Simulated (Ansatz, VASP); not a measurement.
## InSe in VASP and in Ansatz

The input INCAR:

```
PREC = Accurate
ENCUT = 520
EDIFF = 1E-7
ISMEAR = 0
SIGMA = 0.1
LREAL = False
LASPH = True
NELM = 100
ALGO = Fast
ISIF = 2
LWAVE = False
LCHARG = True
GGA = RP
LELF = True
LVHAR = True
NBANDS = 27
```

KPOINTS

```
regular mesh
0
Gamma
  6 6 4
```

Contents of POSCAR:

```
InSe
1.0
    5.8263928800     -2.0546489600      0.0000000000
    5.8263928800      2.0546489600      0.0000000000
   -1.7232330100      0.0000000000      4.7713478600
In Se
2 2
Direct
    0.1117967500      0.1117967500      0.9531586400
    0.8882032500      0.8882032500      0.0468413600
    0.3390724100      0.3390724100      0.3310443800
    0.6609275900      0.6609275900      0.6689556200
```

Input for Ansatz:

```yaml
crystal:
  lattice:
    - [5.82639288, -2.05464896, 0.0]
    - [5.82639288, 2.05464896, 0.0]
    - [-1.72323301, 0.0, 4.77134786]
  atoms:
    - { symbol: In, position: [0.11179675, 0.11179675, 0.95315864] }
    - { symbol: In, position: [0.88820325, 0.88820325, 0.04684136] }
    - { symbol: Se, position: [0.33907241, 0.33907241, 0.33104438] }
    - { symbol: Se, position: [0.66092759, 0.66092759, 0.66895562] }
basis:
  ecutwfc: 420
kpoints:
  mp_grid: { grid: [6, 6, 4] }
hamiltonian:
  xc: rpbe
  pseudopotentials: { kind: paw, azcp: { folder: soft_1 } }
scf:
  occupations: { method: gaussian, width: 0.1 }
output:
  forces: true
  stress: true
  eigenvalues: true
```

The cell comes from a database or a generator and needn't be the stable form of this composition.

Alike in both runs: task single point; functional RPBE; k mesh 6 × 6 × 4; occupations gaussian, width 0.1 eV; no spin polarisation.

```csv
,VASP,Ansatz
version,VASP 6.6.1,Ansatz 0.2.0
potentials or method,"VASP PAW PBE potentials, release 64 (In_d, Se)","scalar-relativistic, plane waves, PAW"
plane-wave cutoff (eV),520,420
valence electrons in the cell,38,58
```

```csv
,VASP,Ansatz,Ansatz less VASP
gap on the k mesh at the Fermi level (eV),1.23,1.24,+0.007
least direct gap on the mesh (eV),1.46,1.46,+0.006
pressure (GPa),3.3,3.3,-0.04
largest component of the traceless stress (GPa),0.11,0.10,-0.006
rms of the force components (eV/Å),0.137,0.131,-0.0063
```

Atom by atom the forces differ by 0.007 eV/Å (rms over components). With one functional, cell and mesh, what is left measures potentials, basis and numerics. The two sets of potentials don't hold the same shells in valence.

Caveats: the PAW data sets were made with another functional, which shifts forces and pressure a little (VASP); spin-orbit coupling is left out, which moves the levels of the heavy elements. A k mesh can miss the band edges.
